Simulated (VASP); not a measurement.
## VASP 6.6.1, GW calculation on PBE orbitals, MgO (strained zincblende)

INCAR, step 1 (ground state)

```
EDIFF = 1E-7
LREAL = .FALSE.
PREC = Accurate
LASPH = .TRUE.
LWAVE = .TRUE.
NELM = 120
LCHARG = .FALSE.
SIGMA = 0.01
ENCUT = 500
ISMEAR = 0
GGA = PE
```

INCAR, step 2 (empty bands)

```
ENCUT = 500
SIGMA = 0.01
LREAL = .FALSE.
LCHARG = .FALSE.
EDIFF = 1E-7
LOPTICS = .TRUE.
ISMEAR = 0
GGA = PE
ALGO = Exact
ISTART = 1
LWAVE = .TRUE.
NELM = 1
NBANDS = 109
PREC = Accurate
LASPH = .TRUE.
```

INCAR, step 3 (GW)

```
ALGO = EVGW0
ENCUTGW = 150
NOMEGA = 64
NBANDSGW = 16
LCHARG = .FALSE.
EDIFF = 1E-7
ENCUTGWSOFT = 150
ISMEAR = 0
LREAL = .FALSE.
NBANDS = 109
ISTART = 1
PRECFOCK = Fast
LWAVE = .FALSE.
GGA = PE
NELM = 120
ENCUT = 500
LASPH = .TRUE.
SIGMA = 0.01
PREC = Accurate
NELMGW = 4
```

KPOINTS

```
KPOINTS created by Atomic Simulation Environment
0
Gamma
6 6 6
0 0 0
```

POSCAR

```
Mg O
 1.0000000000000000
     0.0000000000000000    2.2820056617000000    2.3276457750000001
     2.2820056617000000    0.0000000000000000    2.3276457750000001
     2.2820056617000000    2.2820056617000000    0.0000000000000000
 Mg  O
   1   1
Cartesian
  0.0000000000000000  0.0000000000000000  0.0000000000000000
  1.1410028308499998  1.1410028308499998  1.1638228874999998
```

VASP ran with the GW set of PAW datasets (16 valence electrons in the cell).

Command

```
mpirun -np 1 vasp_std
```

From OUTCAR

```
k-points           NKPTS =     30   k-points in BZ     NKDIM =    216   number of bands    NBANDS=    109

   NELECT =      16.0000    total number of electrons

   dimension x,y,z NGX =    24 NGY =   24 NGZ =   24
   dimension x,y,z NGXF=    48 NGYF=   48 NGZF=   48

  energy-cutoff  :      500.00
  volume of cell :       24.24
      direct lattice vectors                 reciprocal lattice vectors
     0.000000000  2.282005662  2.327645775    -0.219105504  0.219105504  0.214809317
     2.282005662  0.000000000  2.327645775     0.219105504 -0.219105504  0.214809317
     2.282005662  2.282005662  0.000000000     0.219105504  0.219105504 -0.214809317

 k-points in reciprocal lattice and weights: KPOINTS created by Atomic Simulation Env
   0.00000000  0.00000000  0.00000000       0.005
   0.16666667  0.00000000  0.00000000       0.037
   0.33333333  0.00000000  0.00000000       0.037
   0.50000000  0.00000000  0.00000000       0.019
   0.16666667  0.16666667  0.00000000       0.009
   0.33333333  0.16666667  0.00000000       0.037
   0.50000000  0.16666667  0.00000000       0.037
  -0.33333333  0.16666667  0.00000000       0.037
   ...

 QP shifts <psi_nk| G(iteration)W_0 |psi_nk>: iteration 1
 for sc-GW calculations column KS-energies equals QP-energies in previous step
 and V_xc(KS)=  KS-energies - (<T + V_ion + V_H > + <T+V_H+V_ion>^1  + <V_x>^1)

 k-point   1 :       0.0000    0.0000    0.0000
  band No.  KS-energies  QP-energies   sigma(KS)   V_xc(KS)     V^pw_x(r,r')   Z            occupation Imag(sigma)

      1     -70.4809     -81.8904     -48.2826     -33.7222     -56.4358       0.7836       2.0000       0.6934
      2     -37.2329     -44.2374     -41.8356     -33.1055     -48.5135       0.8024       2.0000       0.3182
      3     -37.2329     -44.2374     -41.8356     -33.1055     -48.5135       0.8024       2.0000       0.3182
      4     -37.2270     -44.2294     -41.8278     -33.1062     -48.5120       0.8029       2.0000       0.3188
      5     -14.7123     -16.9990     -22.0662     -18.8039     -30.4769       0.7010       2.0000       1.5162
      6       1.1017      -0.2774     -20.8804     -19.0639     -24.7204       0.7592       2.0000       0.3061
      7       1.1447      -0.2284     -20.8736     -19.0643     -24.7154       0.7589       2.0000       0.3063
      8       1.1447      -0.2284     -20.8736     -19.0643     -24.7154       0.7589       2.0000       0.3063
      9       4.6666       5.4455      -9.5437     -10.4786      -6.5574       0.8332       0.0000      -0.1658
     10      17.7620      19.1001      -8.7903     -10.4133      -4.4381       0.8245       0.0000      -0.3621
     11      17.7620      19.1001      -8.7903     -10.4133      -4.4381       0.8245       0.0000      -0.3621
     12      17.7620      19.1001      -8.7903     -10.4133      -4.4381       0.8245       0.0000      -0.3621
     13      20.9265      22.2512      -7.7458      -9.3287      -3.2154       0.8369       0.0000      -0.4927
     14      20.9511      21.9563      -7.4061      -8.6067      -2.4609       0.8372       0.0000      -0.8834
     15      21.5137      22.5821      -7.5946      -8.8719      -2.6043       0.8365       0.0000      -0.9118
     16      21.5137      22.5821      -7.5946      -8.8719      -2.6043       0.8365       0.0000      -0.9118

 ...

 QP shifts <psi_nk| G(iteration)W_0 |psi_nk>: iteration 2

 k-point   1 :       0.0000    0.0000    0.0000
  band No. old QP-enery  QP-energies   sigma(KS)   T+V_ion+V_H  V^pw_x(r,r')   Z            occupation Imag(sigma)

      1     -81.8904     -84.3208     -48.2205     -36.7587     -56.4358       0.7868       2.0000       0.6386
      2     -44.2374     -45.5636     -41.8001      -4.1273     -48.5135       0.7847       2.0000       0.3265
      3     -44.2374     -45.5636     -41.8001      -4.1273     -48.5135       0.7847       2.0000       0.3265
      4     -44.2294     -45.5580     -41.7955      -4.1208     -48.5120       0.7876       2.0000       0.3261
      5     -16.9990     -17.6333     -21.9872       4.0916     -30.4769       0.7074       2.0000       1.6045
      6      -0.2774      -0.5816     -20.8426      20.1657     -24.7204       0.7613       2.0000       0.3038
      7      -0.2284      -0.5322     -20.8365      20.2089     -24.7154       0.7610       2.0000       0.3038
      8      -0.2284      -0.5322     -20.8365      20.2089     -24.7154       0.7610       2.0000       0.3038
      9       5.4455       5.5380      -9.5896      15.1452      -6.5574       0.8400       0.0000      -0.1687
     10      19.1001      19.2906      -8.8441      28.1753      -4.4381       0.8245       0.0000      -0.3720
     11      19.1001      19.2906      -8.8441      28.1753      -4.4381       0.8245       0.0000      -0.3720
     12      19.1001      19.2906      -8.8441      28.1753      -4.4381       0.8245       0.0000      -0.3720
     13      22.2512      22.4229      -7.7984      30.2552      -3.2154       0.8356       0.0000      -0.5066
     14      21.9563      22.1148      -7.4119      29.5578      -2.4609       0.8356       0.0000      -0.8634
     15      22.5821      22.7319      -7.6238      30.3856      -2.6043       0.8335       0.0000      -0.9007
     16      22.5821      22.7319      -7.6238      30.3856      -2.6043       0.8335       0.0000      -0.9007

 ...

 QP shifts <psi_nk| G(iteration)W_0 |psi_nk>: iteration 3

 k-point   1 :       0.0000    0.0000    0.0000
  band No. old QP-enery  QP-energies   sigma(KS)   T+V_ion+V_H  V^pw_x(r,r')   Z            occupation Imag(sigma)

      1     -84.3208     -84.7795     -48.1612     -36.7587     -56.4358       0.7656       2.0000       0.6334
      2     -45.5636     -45.8645     -41.8130      -4.1273     -48.5135       0.7987       2.0000       0.3235
      3     -45.5636     -45.8645     -41.8130      -4.1273     -48.5135       0.7987       2.0000       0.3235
      4     -45.5580     -45.8526     -41.8047      -4.1208     -48.5120       0.8017       2.0000       0.3242
      5     -17.6333     -17.7992     -21.9594       4.0916     -30.4769       0.7080       2.0000       1.6467
      6      -0.5816      -0.6499     -20.8369      20.1657     -24.7204       0.7618       2.0000       0.3033
      7      -0.5322      -0.6004     -20.8307      20.2089     -24.7154       0.7621       2.0000       0.3034
      8      -0.5322      -0.6004     -20.8307      20.2089     -24.7154       0.7621       2.0000       0.3034
      9       5.5380       5.5425      -9.6018      15.1452      -6.5574       0.8404       0.0000      -0.1703
     10      19.2906      19.3175      -8.8521      28.1753      -4.4381       0.8243       0.0000      -0.3730
     11      19.2906      19.3175      -8.8521      28.1753      -4.4381       0.8243       0.0000      -0.3730
     12      19.2906      19.3175      -8.8521      28.1753      -4.4381       0.8243       0.0000      -0.3730
     13      22.4229      22.4450      -7.8058      30.2552      -3.2154       0.8356       0.0000      -0.5070
     14      22.1148      22.1368      -7.4167      29.5578      -2.4609       0.8351       0.0000      -0.8626
     15      22.7319      22.7524      -7.6291      30.3856      -2.6043       0.8332       0.0000      -0.8984
     16      22.7319      22.7524      -7.6291      30.3856      -2.6043       0.8332       0.0000      -0.8984

 ...

 QP shifts <psi_nk| G(iteration)W_0 |psi_nk>: iteration 4

 k-point   1 :       0.0000    0.0000    0.0000
  band No. old QP-enery  QP-energies   sigma(KS)   T+V_ion+V_H  V^pw_x(r,r')   Z            occupation Imag(sigma)

      1     -84.7795     -84.8849     -48.1578     -36.7587     -56.4358       0.7687       2.0000       0.6313
      2     -45.8645     -45.9229     -41.8105      -4.1273     -48.5135       0.7960       2.0000       0.3240
      3     -45.8645     -45.9229     -41.8105      -4.1273     -48.5135       0.7960       2.0000       0.3240
      4     -45.8526     -45.9097     -41.8032      -4.1208     -48.5120       0.7998       2.0000       0.3245
      5     -17.7992     -17.8425     -21.9519       4.0916     -30.4769       0.7085       2.0000       1.6599
      6      -0.6499      -0.6654     -20.8359      20.1657     -24.7204       0.7618       2.0000       0.3033
      7      -0.6004      -0.6159     -20.8297      20.2089     -24.7154       0.7621       2.0000       0.3033
      8      -0.6004      -0.6159     -20.8297      20.2089     -24.7154       0.7621       2.0000       0.3033
      9       5.5425       5.5414      -9.6040      15.1452      -6.5574       0.8405       0.0000      -0.1706
     10      19.3175      19.3211      -8.8535      28.1753      -4.4381       0.8237       0.0000      -0.3733
     11      19.3175      19.3211      -8.8535      28.1753      -4.4381       0.8237       0.0000      -0.3733
     12      19.3175      19.3211      -8.8535      28.1753      -4.4381       0.8237       0.0000      -0.3733
     13      22.4450      22.4478      -7.8068      30.2552      -3.2154       0.8356       0.0000      -0.5069
     14      22.1368      22.1397      -7.4176      29.5578      -2.4609       0.8352       0.0000      -0.8625
     15      22.7524      22.7551      -7.6299      30.3856      -2.6043       0.8333       0.0000      -0.8980
     16      22.7524      22.7551      -7.6299      30.3856      -2.6043       0.8333       0.0000      -0.8980

 ...
```

| Quantity | Value |
| --- | --- |
| PBE gap on the mesh | 3.52 eV |
| G₀W₀ gap on the mesh | 5.67 eV |

These GW values are short of the basis and mesh limit.

The run (its last step) took about 19 min on one core of a shared host (Intel Xeon 6975P-C) and held 0.59 GiB at most.
